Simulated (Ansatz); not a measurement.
# Co (P6_3/mmc) in Ansatz: settings compared

The runs below take Co through single point, relaxation of cell and atoms, with PBEsol, PBE, PBE+D4, BLYP+D4.

All numbers are computed with Ansatz 0.2.0; they aren't measurements. Logs are shortened: lines on timing, memory, paths and dates and some standing lists are left out, and cuts for length are marked.

## 1. The structure

Symmetry: P6_3/mmc, No. 194, hexagonal system. Conventional cell: a = 2.472 Å, b = 2.472 Å, c = 4.021 Å, α = 90.00°, β = 90.00°, γ = 120.00°. Around Co (site symmetry -6m2) lie 12 Co at 2.47 Å.

## 2. Single point, PBEsol, collinear spin, ferromagnetic start

The input, input.yaml:

```yaml
crystal:
  lattice:
    - [2.4719999032, 0.0, 0.0]
    - [-1.2359999516, 2.1408147143, 0.0]
    - [0.0, 0.0, 4.02114408]
  atoms:
    - { symbol: Co, position: [0.6666666667, 0.3333333333, 0.75], spin: 2.0 }
    - { symbol: Co, position: [0.3333333333, 0.6666666667, 0.25], spin: 2.0 }
kpoints:
  mp_grid: { grid: [12, 12, 7] }
scf:
  occupations: { method: gaussian, width: 0.02 }
hamiltonian:
  xc: pbesol
  pseudopotentials: { kind: all_electron, lapw: { basis_error: 0.001 } }
magnetization:
  spin_polarized: true
output:
  forces: true
  stress: true
  eigenvalues: true
```

Potentials or basis: all-electron LAPW, scalar-relativistic.

Command:

```bash
> ansatz run input.yaml --threads 2 --pin off --max-ram 6144MiB --backend cpu --events-out ev --progress --plain --runs-dir out
```

Standard output:

```text
Warning: RAYON_NUM_THREADS=2 ignored (pool sized by the plan → 2); use --threads N
LAPW: plane waves up to 9.095 Å⁻¹, error target 1.0e-3 eV per atom; small_component_spin mean_spin; Co in spheres of 1.233 Å, 17 of its electrons in bands, Dirac shells [] (how accurate: hamiltonian.pseudopotentials.lapw.basis_error, Limitations)
Engine: ansatz 0.2.0, aarch64-unknown-linux-gnu
Pseudopotentials: kind: all_electron
Pseudopotential: Co, LAPW, valence charge 17, lapw/all_electron/scalar/gaussian/Co, Koelling and Harmon's equation, gaussian nucleus
Functional definition: PBEsol
  exchange = pbesol_x
  correlation = pbesol_c
Crystal: 2 atoms, lattice volume = 21.280 Å³
Basis set: ecut = 315.1384648011803 eV, 287 PW (Γ), exchange–correlation at level 2
Bands: 23, of which v1, the nominal top of the filled ones, is band 17 counted from 1 (16 counted from 0)
Symmetry: 24 space group operations
Space group: P63/mmc (ITA 194), of the structure as read, at distance tolerance 2.8e-5 Å
Magnetic group: BNS 194.263 (UNI 1493), of the structure as read, at distance tolerance 2.8e-5 Å
k-points: 76 of 1008
Non-local potential: Co, projectors of the file, none
Initial density: superposition of atomic densities (chi_scale 0.1, normalization cell)
Starting moments: Σ|m| = 4 μB on 2 of 2 sites
Initial wavefunctions: plane waves of lowest kinetic energy (no species holds an atomic orbital)
Functional: x = pbesol(κ = 0.804, μ = 0.12345679012345678), c = pbesol(β = 0.046)
iter 1 solved again at ethr=3.04e-5 eV; its pass at ethr=1.00e-1 eV (dr2=1.04e-2 eV) is discarded
SCF iter   1: F=—  HF=-75768.701701 eV  |F-HF|=—  |Δ(HF+E_count)|=         —  Δρ=1.84e-2 (↑1.83e-2 ↓1.84e-2)  dr2=1.05e-2  dr2_m=6.17e-2  M=3.249 μB ∫|m|=3.368 μB  β_m=0.30  ethr=3.04e-5  ⟨swp⟩=3.4  Hψ=27098  notcnv=0
Mixer restart at iter 1: flushing history
preconditioner: auto → none  [metal: Δε(μ)=0.016 eV  Ē_g=9.754 eV  σ=0.020 eV  W_gap=0.43  n_scr=8 (ndim 8)  ℏωp=34.2 eV  f_vac=0.000  D(μ)=2.20/eV (n_scr^D=34)  sad-step TF]
SCF iter   2: F=—  HF=-75768.769812 eV  |F-HF|=—  |Δ(HF+E_count)|=   6.81e-2  Δρ=1.33e-2 (↑1.30e-2 ↓1.33e-2)  dr2=6.33e-3  dr2_m=3.17e-2  M=3.235 μB ∫|m|=3.389 μB  β_m=0.44  ethr=3.04e-5  ⟨swp⟩=2.6  Hψ=10617  notcnv=0
SCF iter   3: F=—  HF=-75768.826041 eV  |F-HF|=—  |Δ(HF+E_count)|=   5.62e-2  Δρ=6.24e-3 (↑6.01e-3 ↓6.24e-3)  dr2=1.54e-3  dr2_m=6.62e-3  M=3.201 μB ∫|m|=3.414 μB  β_m=0.45  ethr=1.86e-5  ⟨swp⟩=3.0  Hψ=11199  notcnv=0
iter 4 solved again at ethr=2.41e-7 eV; its pass at ethr=4.53e-6 eV (dr2=8.20e-5 eV) is discarded
SCF iter   4: F=—  HF=-75768.845773 eV  |F-HF|=—  |Δ(HF+E_count)|=   1.97e-2  Δρ=1.29e-3 (↑9.40e-4 ↓1.29e-3)  dr2=8.19e-5  dr2_m=2.14e-4  M=3.191 μB ∫|m|=3.450 μB  β_m=0.73  ethr=2.41e-7  ⟨swp⟩=2.0  Hψ=17925  notcnv=0
SCF iter   5: F=—  HF=-75768.847685 eV  |F-HF|=—  |Δ(HF+E_count)|=   1.91e-3  Δρ=3.64e-4 (↑3.21e-4 ↓3.64e-4)  dr2=2.81e-6  dr2_m=2.18e-5  M=3.202 μB ∫|m|=3.483 μB  β_m=0.70  ethr=2.41e-7  ⟨swp⟩=3.0  Hψ=10924  notcnv=0
SCF iter   6: F=—  HF=-75768.847778 eV  |F-HF|=—  |Δ(HF+E_count)|=   9.38e-5  Δρ=6.80e-5 (↑5.65e-5 ↓6.80e-5)  dr2=3.88e-7  dr2_m=6.41e-7  M=3.203 μB ∫|m|=3.489 μB  β_m=0.85  ethr=8.27e-9  ⟨swp⟩=3.0  Hψ=10831  notcnv=0
SCF iter   7: F=—  HF=-75768.847781 eV  |F-HF|=—  |Δ(HF+E_count)|=   2.31e-6  Δρ=8.04e-6 (↑1.79e-6 ↓8.04e-6)  dr2=8.03e-9  dr2_m=4.32e-9  M=3.203 μB ∫|m|=3.489 μB  β_m=0.83  ethr=1.14e-9  ⟨swp⟩=3.0  Hψ=10398  notcnv=0
SCF iter   8: F=—  HF=-75768.847781 eV  |F-HF|=—  |Δ(HF+E_count)|=   4.69e-8  Δρ=1.34e-6 (↑9.89e-7 ↓1.34e-6)  dr2=1.15e-10  dr2_m=2.20e-10  M=3.203 μB ∫|m|=3.489 μB  β_m=0.91  ethr=2.36e-11  ⟨swp⟩=2.7  Hψ=10127  notcnv=0
SCF iter   9: F=-75768.847781 eV  HF=-75768.847781 eV  |F-HF|=7.28e-11  |Δ(HF+E_count)|=   3.19e-9  Δρ=1.36e-7 (↑1.10e-7 ↓1.36e-7)  dr2=2.10e-12  dr2_m=2.33e-12  M=3.203 μB ∫|m|=3.489 μB  ethr=1.20e-12 (applied; sched 1.00e-12)  ⟨swp⟩=2.6  Hψ=9925  notcnv=0
SCF 1 converged in 9 iterations: F = -75768.847781 eV  dr2 = 2.10e-12
SCF converged after 9 iterations
Magnetization: 3.2034 μB (18.6017 up, 15.3983 down)
Absolute magnetization: 3.4895 μB (∫|ρ↑−ρ↓|)
Spin contamination: 0.0483 ħ² per cell (⟨S²⟩ above its minimum at these occupations)
Per-site moments (μB) at R_I (Å): [(1.649647926464075, 1.2328146238691469), (1.649647926464075, 1.2328146238691469)]
Free energy (F): -75768.847781 eV
Harris-Foulkes:  -75768.847781 eV  (|F-HF|=7.28e-11)
Internal energy: -75768.847293 eV  (E = F + TS)
E sigma→0 (E₀):  -75768.847537 eV
Entropy (-TS):   -0.000487 eV (-0.244 meV/atom)
Fermi energy:    19.342544 eV
--- Per-component energies (eV) ---
  E_band       = -463.055587
  E_kinetic    = 76885.193868
  E_xc         = -3181.857631
  E_electrostatic = -149472.183530  (all electrons and nuclei)
  E_smearing   = -0.000487  (= −TS)
  E_closure    = 0.000000  (closes the sum)
  E_atoms      = -75750.878730  (free atoms, spherical and without spin; not in F)
  Σ components = -75768.847781   (vs F -75768.847781, Δ=0.00e0)
  Basis errors (estimates in eV, not in F): energy 2.2e-4 per atom: plane waves 2.1e-4 (1.1e-4 summed), levels above the bands 0.0e0, relativity 1.8e-8, radial functions 5.8e-6, core shells 1.0e-9; eigenvalues (radial functions only) 9.9e-7; not estimated: angular momenta, meshes, grids; target (lapw.basis_error) 1.0e-3; muffin-tin radii Co 1.233 Å
--- Forces (eV/Å), atoms counted from 1 ---
  atom   1  Co    -0.00000000    -0.00000000     0.00000000
  atom   2  Co    -0.00000000     0.00000000     0.00000000
  max |Σ_I F_I| component: 2.31e-17 eV/Å
--- Stress (GPa, compression-positive) ---
       -4.775317       0.000000       0.000000
        0.000000      -4.775317       0.000000
        0.000000       0.000000      -8.088208
  P = ⅓ Tr σ = -5.8796 GPa (-58.796 kbar)
--- Band table (eV; the first three rows and the last of 152) ---
  k-point 0 ↑: bands = ["-76.4018", "-76.3405", "-39.9494", "-39.6472", "-39.6472", "-39.5977", "-39.5972", "-39.5972", "10.1643", "14.0467", "16.6796", "16.7364", "16.7364", "17.0576", "17.0576", "17.4536", "17.4536", "18.5828", "18.5828", "19.0440", "25.7229", "41.2806", "44.1194"]
  k-point 1 ↑: bands = ["-76.3988", "-76.3435", "-39.9322", "-39.6447", "-39.6447", "-39.6154", "-39.5997", "-39.5997", "10.3714", "13.9948", "16.6252", "16.6870", "16.6870", "17.0021", "17.0021", "17.5776", "17.5776", "18.3060", "18.5702", "18.5702", "26.8764", "41.1743", "42.9614"]
  k-point 2 ↑: bands = ["-76.3903", "-76.3520", "-39.8840", "-39.6647", "-39.6378", "-39.6378", "-39.6066", "-39.6066", "10.9732", "13.7094", "16.4884", "16.6269", "16.6269", "16.8695", "16.8695", "17.0941", "17.8455", "17.8455", "18.5095", "18.5095", "29.4471", "39.3977", "41.6022"]
  k-point 75 ↓: bands = ["-74.2985", "-74.2985", "-37.9142", "-37.9142", "-37.8517", "-37.8264", "-37.6878", "-37.6878", "16.6100", "16.6893", "16.7118", "16.7118", "17.5686", "17.5686", "19.0457", "19.3134", "20.4725", "20.4725", "25.7814", "25.7814", "26.9034", "28.1577", "29.8176"]
```

Wall time 22 s (2 threads of Arm Neoverse V1, shared host); peak memory 0.52 GiB.

Results:

- Free energy: -75768.8478 eV
- Pressure: -5.9 GPa
- Band gap on the k mesh: none (metal or under the smearing width)
- Net moment: 3.20 μB per cell
- Absolute moment: 3.49 μB per cell
- Site moments: Co +1.65 μB

## 3. Single point, PBE, collinear spin, ferromagnetic start

input.yaml, as its differences from that of step 2:

```diff
@@ -11,5 +11,5 @@
 scf:
-  occupations: { method: gaussian, width: 0.02 }
+  occupations: { method: gaussian, width: 0.021 }
 hamiltonian:
-  xc: pbesol
+  xc: pbe
   pseudopotentials: { kind: all_electron, lapw: { basis_error: 0.001 } }
```

Potentials or basis: all-electron LAPW, scalar-relativistic.

Command:

```bash
> ansatz run input.yaml --threads 2 --pin off --max-ram 6144MiB --backend cpu --events-out ev --progress --plain --runs-dir out
```

Run time: 22 s. Hardware: 2 threads of Arm Neoverse V1, shared host; peak memory 0.52 GiB.

Results (log left out):

```yaml
Free_energy: -75835.1501 eV
Pressure: 4.6 GPa
Band_gap_on_the_k_mesh: none (metal or under the smearing width)
Net_moment: 3.22 μB per cell
Absolute_moment: 3.53 μB per cell
Site_moments: Co +1.66 μB
```

Stress tensor (GPa, compression positive):
```
5.75 0.00 0.00
0.00 5.75 0.00
0.00 0.00 2.36
```

Levels at points of the mesh, in eV from the Fermi level:
Spin up:
```csv
k point,band 17,band 18,band 19,band 20,band 21,band 22
"(0.00, 0.00, 0.00)",-1.91,-0.79,-0.79,-0.25,6.39,21.99
"(0.00, -0.50, 0.00)",-0.57,-0.49,1.34,3.39,9.72,10.38
```
Spin down:
```tsv
k point	band 13	band 14	band 15	band 16	band 17	band 18
(0.00, 0.00, 0.00)	-0.97	-0.60	-0.60	-0.31	-0.14	-0.14
(0.00, -0.50, 0.00)	-1.12	-1.09	-0.65	1.27	1.37	1.43
```

## 4. Relaxation of cell and atoms, PBE+D4, collinear spin, ferromagnetic start

input.yaml, as its differences from that of step 3:

```diff
@@ -11,5 +11,6 @@
 scf:
-  occupations: { method: gaussian, width: 0.021 }
+  occupations: { method: fermi_dirac, width: 0.05 }
 hamiltonian:
   xc: pbe
+  dispersion: d4
   pseudopotentials: { kind: all_electron, lapw: { basis_error: 0.001 } }
@@ -20,2 +21,5 @@
   stress: true
-  eigenvalues: true
+relax:
+  f_tol: 0.02
+  max_steps: 60
+  cell: {}
```

Command:

```bash
> ansatz run input.yaml --threads 2 --pin off --max-ram 6144MiB --backend cpu --events-out ev --progress --plain --runs-dir out
```

Run time: 74 s. Hardware: 2 threads of Arm Neoverse V1, shared host; peak memory 0.55 GiB.

It converged, with:

- Free energy: -75836.0315 eV
- Relaxed volume: 10.57 Å³/atom
- Relaxed cell: a = 2.474 Å, b = 2.474 Å, c = 3.990 Å, α = 90.00°, β = 90.00°, γ = 120.00°
- Space group after relaxing (to 0.05 Å): P6_3/mmc (No. 194)
- Energy gained by relaxing: 0.8 meV/atom
- Ionic steps: 5
- Pressure after relaxing: 0.0 GPa
- Net moment: 3.20 μB per cell
- Absolute moment: 3.51 μB per cell
- Site moments: Co +1.66 μB

Step by step:
| step | energy change (eV) | largest force (eV/Å) | volume (Å³) |
| --- | --- | --- | --- |
| 1 | 0.0000 | 0.0000 | 21.28 |
| 2 | -0.0012 | 0.0000 | 21.21 |
| 3 | -0.0017 | 0.0000 | 21.14 |
| 4 | -0.0017 | 0.0000 | 21.14 |
| 5 | -0.0017 | 0.0000 | 21.14 |

Final structure:
```yaml
crystal:
  lattice:
    - [2.47354, 0.00000, 0.00000]
    - [-1.23677, 2.14215, 0.00000]
    - [0.00000, 0.00000, 3.98982]
  atoms:
    - { symbol: Co, position: [0.66667, 0.33333, 0.75000] }
    - { symbol: Co, position: [0.33333, 0.66667, 0.25000] }
```

## 5. Relaxation of cell and atoms, BLYP+D4, collinear spin, ferromagnetic start

input.yaml, as its differences from that of step 4:

```diff
@@ -13,3 +13,3 @@
 hamiltonian:
-  xc: pbe
+  xc: blyp
   dispersion: d4
@@ -22,3 +22,3 @@
 relax:
-  f_tol: 0.02
+  f_tol: 0.01
   max_steps: 60
```

Command:

```bash
> ansatz run input.yaml --threads 2 --pin off --max-ram 6144MiB --backend cpu --events-out ev --progress --plain --runs-dir out
```

Wall time 71 s (2 threads of Arm Neoverse V1, shared host); peak memory 0.55 GiB.

Results (log left out):

```yaml
Free_energy: -75853.0321 eV
Relaxed_volume: 10.71 Å³/atom
Relaxed_cell: a = 2.485 Å, b = 2.485 Å, c = 4.003 Å, α = 90.00°, β = 90.00°, γ = 120.00°
Space_group_after_relaxing_to_0.05_Å: P6_3/mmc (No. 194)
Energy_gained_by_relaxing: 0.9 meV/atom
Ionic_steps: 5
Pressure_after_relaxing: 0.0 GPa
Net_moment: 3.15 μB per cell
Absolute_moment: 3.44 μB per cell
Site_moments: Co +1.63 μB
```

Step by step:
```tsv
step	energy change (eV)	largest force (eV/Å)	volume (Å³)
1	0.0000	0.0000	21.28
2	-0.0012	0.0000	21.34
3	-0.0018	0.0000	21.41
4	-0.0018	0.0000	21.41
5	-0.0018	0.0000	21.41
```

Final structure:
```
Co
1.0
     2.48529    0.00000    0.00000
    -1.24265    2.15233    0.00000
     0.00000    0.00000    4.00342
Co
2
Direct
  0.66667 0.33333 0.75000
  0.33333 0.66667 0.25000
```

## 6. The runs side by side

| task | level | cell | cutoff (eV) | smearing | gap on the mesh (eV) | pressure (GPa) | moment (μB) | relaxed volume (Å³/atom) |
| --- | --- | --- | --- | --- | --- | --- | --- | --- |
| single point | PBEsol | as given | 315 | gaussian 0.02 eV | none | -5.9 | 3.20 | - |
| single point | PBE | as given | 315 | gaussian 0.021 eV | none | 4.6 | 3.22 | - |
| relaxation of cell and atoms | PBE+D4 | relaxed | - | fermi-dirac 0.05 eV | - | 0.0 | 3.20 | 10.57 |
| relaxation of cell and atoms | BLYP+D4 | relaxed | - | fermi-dirac 0.05 eV | - | 0.0 | 3.15 | 10.71 |

Alike in all rows: potentials or basis all-electron LAPW, scalar-relativistic; spin collinear, ferromagnetic start; k mesh 12 × 12 × 7; basis error allowed 0.001 eV/atom.

Compare energies only between runs with the same functional and basis.
